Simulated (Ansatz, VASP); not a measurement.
Zr: VASP beside Ansatz

```
Zr
1.0
     0.00000    2.26348    2.26348
     2.26348    0.00000    2.26348
     2.26348    2.26348    0.00000
Zr
1
Direct
  0.00000 0.00000 0.00000
```

Alike in both runs: functional PBE; k mesh 16 × 16 × 16; occupations gaussian, width 0.1 eV; no spin polarisation.

Ansatz relaxed the structure, and its values are those at the end. VASP's run is a single point on that final structure, the one shown.

|  | VASP | Ansatz |
| --- | --- | --- |
| version | VASP 6.6.1 | Ansatz 0.2.0 |
| potentials or method | VASP PAW PBE potentials, release 64 (Zr_sv) | scalar-relativistic, plane waves, PAW |
| plane-wave cutoff (eV) | 520 | 420 |
| valence electrons in the cell | 12 | 12 |

```csv
,VASP,Ansatz,Ansatz less VASP
gap on the k mesh at the Fermi level (eV),none,none,-
pressure (GPa),0.0,0.0,-0.02
```

A gap of «none» marks a metal or a gap that the smearing closes. The functional is the same, so the differences come from potentials, cutoffs and numerics.
